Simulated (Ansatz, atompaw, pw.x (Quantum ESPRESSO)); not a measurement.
**What a changed setting does to a pw.x run (bcc I)**

Potential: PAW, atompaw 4.2.0.5, PBE; core [Ar] 3d10, reference 4s2 4p6 4d10 5s2 5p5; waves: 4s (bound): rc 1.00 bohr; 5s (bound): rc 1.25 bohr; 4p (bound): rc 1.15 bohr; 5p (bound): rc 1.70 bohr; 4d (bound): rc 1.70 bohr; 4d channel at 1.05 Ry: rc 1.70 bohr; local part: bessel scheme, radius 1.40 bohr; core correction: smooth core density matched at 1.50 bohr; augmentation: besselshape compensation charge, radius 1.65 bohr; PAW radius 1.70 bohr; waves and projectors: custom polynom vanderbiltortho.

The reference run (k-mesh 11³, cutoffs 170/900 Ry, Fermi–Dirac 0.01 Ry, mixing_beta 0.4, conv_thr 1e-9, no spin) gives -0.06 GPa at 36.707 Å³/atom, where all-electron LAPW gives -0.14 GPa. This run, with its own iteration cap, changes mixing_beta to 0.2.

```
&control
  calculation='scf', prefix='x', pseudo_dir='./', outdir='./tmp', tstress=.true., disk_io='none'
/
&system
  ibrav=0, nat=1, ntyp=1, ecutwfc=170, ecutrho=900, nbnd=21,
  occupations='smearing', smearing='fd', degauss=0.01
/
&electrons
  conv_thr=1e-09, mixing_beta=0.2, electron_maxstep=50
/
ATOMIC_SPECIES
I 1.0 I.UPF
CELL_PARAMETERS angstrom
  -2.09361249 2.09361249 2.09361249
  2.09361249 -2.09361249 2.09361249
  2.09361249 2.09361249 -2.09361249
ATOMIC_POSITIONS crystal
I 0.0000 0.0000 0.0000
K_POINTS automatic
11 11 11 0 0 0
```

```bash
pw.x < I.scf.in > I.scf.out
```

**Question.** How does the run end?

**Answer.** It converges in 9 iterations; the free energy moves by +0.0 meV/atom and the pressure by -0.08 GPa.

```
Message from routine setup:
     using ibrav=0 with symmetry is DISCOURAGED, use correct ibrav instead
     lattice parameter (alat)  =       6.8526  a.u.
     unit-cell volume          =     247.7111 (a.u.)^3
     number of electrons       =        25.00
     number of Kohn-Sham states=           21
     kinetic-energy cutoff     =     170.0000  Ry
     charge density cutoff     =     900.0000  Ry
     scf convergence threshold =      1.0E-09
     Exchange-correlation= SLA PW PBX PBC
     number of k points=    56  Fermi-Dirac smearing, width (Ry)=  0.0100
     iteration #  1     ecut=   170.00 Ry     beta= 0.20
     total energy              =    -903.04991020 Ry
     estimated scf accuracy    <       0.00061360 Ry
     iteration #  2     ecut=   170.00 Ry     beta= 0.20
     total energy              =    -903.04980714 Ry
     estimated scf accuracy    <       0.00033823 Ry
     iteration #  3     ecut=   170.00 Ry     beta= 0.20
     total energy              =    -903.04985938 Ry
     estimated scf accuracy    <       0.00002683 Ry
     iteration #  4     ecut=   170.00 Ry     beta= 0.20
     total energy              =    -903.04986506 Ry
     estimated scf accuracy    <       0.00000118 Ry
     iteration #  5     ecut=   170.00 Ry     beta= 0.20
     total energy              =    -903.04986483 Ry
     estimated scf accuracy    <       0.00000101 Ry
     iteration #  6     ecut=   170.00 Ry     beta= 0.20
     total energy              =    -903.04986507 Ry
     estimated scf accuracy    <          3.3E-09 Ry
     iteration #  7     ecut=   170.00 Ry     beta= 0.20
     total energy              =    -903.04986508 Ry
     estimated scf accuracy    <          3.9E-09 Ry
     iteration #  8     ecut=   170.00 Ry     beta= 0.20
     total energy              =    -903.04986508 Ry
     estimated scf accuracy    <          1.3E-09 Ry
     iteration #  9     ecut=   170.00 Ry     beta= 0.20
     the Fermi energy is     7.9980 ev
!    total energy              =    -903.04986508 Ry
     estimated scf accuracy    <          7.4E-12 Ry
     smearing contrib. (-TS)   =      -0.00782038 Ry
     convergence has been achieved in   9 iterations
          total   stress  (Ry/bohr**3)                   (kbar)     P=       -1.36
     Message from routine punch:
     Nothing written, as per user request (disk_io='none')
```

The run took about 2.2 min on one core of a shared server CPU.
